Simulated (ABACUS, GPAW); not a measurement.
This is a calculation of WC (Qusongite) for GPAW 26.7.0 (ASE script). 

Contents of run.py:

```python
from ase import Atoms
from ase.dft.bandgap import bandgap
from ase.io import write
from ase.units import GPa
from gpaw import GPAW, PW, setup_paths

setup_paths.insert(0, '.')

atoms = Atoms(['W', 'C'],
              cell=[[2.9065, 0.0, 0.0],
                    [-1.45325, 2.5171028361, 0.0],
                    [0.0, 0.0, 2.8366]],
              scaled_positions=[[0.0, 0.0, 0.0],
                                [0.6666666667, 0.3333333333, 0.5]],
              pbc=True)

calc = GPAW(mode=PW(800),
            xc='PBEsol',
            kpts={'size': (10, 10, 9), 'gamma': True},
            occupations={'name': 'fermi-dirac', 'width': 0.05},
            nbands=19,
            convergence={'density': 1e-05, 'energy': 1e-05},
            maxiter=150,
            txt='gpaw.txt')
atoms.calc = calc
energy = atoms.get_potential_energy()
forces = atoms.get_forces()
stress = atoms.get_stress()
calc.write('gs.gpw')
write('result.traj', atoms)
print(f'Energy: {energy:.6f} eV')
print('Forces (eV/A):')
print(forces.round(4))
print('Stress (GPa):', (stress / GPa).round(3))
print('Fermi level:', round(calc.get_fermi_level(), 4), 'eV')
print(f'Gap: {bandgap(calc)[0]:.4f} eV, direct: {bandgap(calc, direct=True)[0]:.4f} eV')
```

Potentials or basis: PAW data sets generated in the run's folder for this functional, pw.

Command:

```bash
$ gpaw-setup -f PBEsol C W
$ OMP_NUM_THREADS=1 python run.py
```

Question: Translate it to ABACUS 3.10.1. Potentials or basis there: PseudoDojo NC SR 0.4.1 PBEsol standard, plane waves, cutoff 1116 eV.

Answer: As run (cutoffs and basis follow the program's own potentials, and thresholds, step limits or extra output files can differ):

The input INPUT:

```
INPUT_PARAMETERS
suffix              WC
calculation         scf
basis_type          pw
pseudo_dir          ./
symmetry            1
dft_functional      pbesol
ecutwfc             82
pseudo_rcut         7
nspin               1
nbands              13
ks_solver           dav
smearing_method     fd
smearing_sigma      0.00367493
scf_thr             1e-08
scf_nmax            100
mixing_type         broyden
mixing_beta         0.7
cal_force           1
cal_stress          1
kpar                4
```

File STRU:

```
ATOMIC_SPECIES
W 183.8400 W.upf
C 12.0110 C.upf

LATTICE_CONSTANT
1.8897261246

LATTICE_VECTORS
2.9065000000 0.0000000000 0.0000000000
-1.4532500000 2.5171028361 0.0000000000
0.0000000000 0.0000000000 2.8366000000

ATOMIC_POSITIONS
Direct

W
0.0
1
0.0000000000 0.0000000000 0.0000000000 1 1 1

C
0.0
1
0.6666666667 0.3333333333 0.5000000000 1 1 1
```

The input KPT:

```
K_POINTS
0
Gamma
10 10 9 0 0 0
```

Potentials or basis: PseudoDojo NC SR 0.4.1 PBEsol standard, plane waves.

Run with:

```sh
$ OMP_NUM_THREADS=1 mpirun -np 4 abacus > log
```

Both were run:

|  | GPAW | ABACUS |
| --- | --- | --- |
| Pressure | -4.0 GPa | -3.1 GPa |

Pressure is positive in compression.
